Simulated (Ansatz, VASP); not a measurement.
**Al: VASP beside Ansatz**

File POSCAR:

```
Al
1.0
   -1.6121581793      1.6121581793      1.6121581793
    1.6121581793     -1.6121581793      1.6121581793
    1.6121581793      1.6121581793     -1.6121581793
Al
1
Direct
    0.0000000000      0.0000000000      0.0000000000
```

File INCAR.step1:

```
ALGO     = Normal         # electronic algorithm
EDIFF    = 1E-5           # SCF threshold, eV
ENCUT    = 520            # plane-wave cutoff, eV
GGA      = PE             # functional
ISIF     = 2              # what is computed and relaxed
ISMEAR   = -1             # smearing method
LASPH    = T              # aspherical terms in the spheres
LCHARG   = F              # write CHGCAR
LREAL    = F              # projectors in reciprocal space
LWAVE    = T              # write WAVECAR
NBANDS   = 8              # bands
NELM     = 80             # most SCF steps
PREC     = Accurate       # precision mode
SIGMA    = 0.05           # smearing width, eV
```

INCAR.step2

```
AEXX     = 0.25           # exact-exchange fraction
ALGO     = Normal         # electronic algorithm
EDIFF    = 1E-6           # SCF threshold, eV
ENCUT    = 520            # plane-wave cutoff, eV
GGA      = PE             # functional
ISIF     = 2              # what is computed and relaxed
ISMEAR   = -1             # smearing method
ISTART   = 1            
LASPH    = T              # aspherical terms in the spheres
LCHARG   = F              # write CHGCAR
LHFCALC  = T              # exact exchange
LREAL    = F              # projectors in reciprocal space
LWAVE    = F              # write WAVECAR
NBANDS   = 8              # bands
NELM     = 80             # most SCF steps
PREC     = Accurate       # precision mode
PRECFOCK = Normal       
SIGMA    = 0.05           # smearing width, eV
```

The input KPOINTS:

```
k-points
0
Gamma
  6 6 6
```

input.yaml

```yaml
crystal:
  lattice:
    - [-1.6121581793, 1.6121581793, 1.6121581793]
    - [1.6121581793, -1.6121581793, 1.6121581793]
    - [1.6121581793, 1.6121581793, -1.6121581793]
  atoms:
    - { symbol: Al, position: [0.0, 0.0, 0.0] }
hamiltonian:
  xc: pbe0
  pseudopotentials: { kind: paw }
kpoints:
  mp_grid: { grid: [6, 6, 6] }
scf:
  occupations: { method: fermi_dirac, width: 0.05 }
output:
  forces: true
  stress: true
  eigenvalues: true
```

This isn't the form of Al at room conditions, which is fcc.

Alike in both runs: task single point; functional PBE0; k mesh 6 × 6 × 6; occupations fermi-dirac, width 0.05 eV; no spin polarisation.

|  | VASP | Ansatz |
| --- | --- | --- |
| version | VASP 6.6.1 | Ansatz 0.2.0 |
| potentials or method | VASP PAW PBE potentials, release 64 (Al) | Ansatz PAW |
| plane-wave cutoff (eV) | 520 | 420 |
| valence electrons in the cell | 3 | 3 |

```tsv
	VASP	Ansatz	Ansatz less VASP
gap on the k mesh at the Fermi level (eV)	none	none	-
pressure (GPa)	-0.1	-0.1	+0.02
```

A gap of «none» marks a metal or a gap that the smearing closes. The functional is the same, so the differences come from potentials, cutoffs and numerics.

Caveats: the k mesh is coarse (spacing up to 0.46 Å⁻¹), so the values aren't converged, least of all with exact exchange; the PAW data sets were made with another functional, which shifts forces and pressure a little (VASP); the PAW data sets come from PBE, with cores solved anew for the run's functional, which leaves a small shift of forces and pressure (Ansatz); the thresholds are loose for stress (Ansatz).
